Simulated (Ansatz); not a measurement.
# Ta2C: work and stress of cleavage

All numbers below come from DFT PBEsol, scalar-relativistic, plane waves, PAW in Ansatz 0.2.0. Cutoff 420 eV, Γ-centred 17×17×5 k-points, Gaussian smearing of 0.15 eV. Spin–orbit coupling is left out, which can shift energies with elements as heavy as these. No spin polarisation. Energies are free energies at this smearing, counted from the undisturbed cell; pressure is positive in compression.

The undisturbed cell (relaxed at this level):

```
CELL_PARAMETERS angstrom
-1.54765 -2.68061 0.00000
1.54765 -2.68061 0.00000
0.00000 0.00000 9.84216
ATOMIC_POSITIONS crystal
Ta 0.66667 0.66667 0.87644
Ta 0.66667 0.66667 0.37644
Ta 0.33333 0.33333 0.12356
Ta 0.33333 0.33333 0.62356
C 0.00000 0.00000 0.75000
C 0.00000 0.00000 0.25000
```

The cut lies on the cell's a–b face, a (0 0 1) plane (indices in the standard cell, whose axes needn't be the Cartesian ones shown) of area 8.30 Å², between layers 2.43 Å apart. Vector c is lengthened by d along the normal with the atoms' Cartesian places fixed: one unrelaxed cut a cell. The traction is positive where the two halves pull on each other.

```
d (Å) energy (J/m²) traction (GPa)
-0.30           0.91           -66.3
-0.15           0.20           -28.6
 0.00           0.00             0.1
 0.25           0.40            28.4
 0.50           1.28            39.6
 0.75           2.29            40.0
 1.00           3.23            34.9
 1.50           4.65            22.0
 2.00           5.49            12.3
 3.00           6.14             2.5
 4.50           6.26             0.1
 6.00           6.26             0.0
```

Q: What are the work of separation and the cleavage stress, and do they fit the universal binding curve?

A: The energy levels off near W ≈ 6.26 J/m² (the traction is down to 0.0 GPa), the energy of the two unrelaxed faces, 3.13 J/m² each on average. The largest sampled traction is 40.0 GPa at d = 0.75 Å, and a parabola through it and its two neighbours peaks at σ_max ≈ 40.5 GPa, d ≈ 0.64 Å. The curve E = W[1 − (1 + d/ℓ)exp(−d/ℓ)] peaks in traction at d = ℓ with σ_max = W/(eℓ); with 1 J/m² per Å = 10 GPa this W and σ_max give ℓ = 0.57 Å. A parabola through that curve at the same three d peaks at 0.54 Å, against 0.64 Å here, a fair fit. Real crystals break at far lower stress, because cracks concentrate it, and on the plane of lowest W, which needn't be this one.

The cut is rigid; relaxing the faces lowers these energies and usually the stresses.

In a metal these slopes depend on the k mesh and the smearing.

Cost: 12 runs of about 5.3 core-minutes in all, on Intel Xeon Platinum 8259CL (Skylake/Cascade Lake) (shared hosts).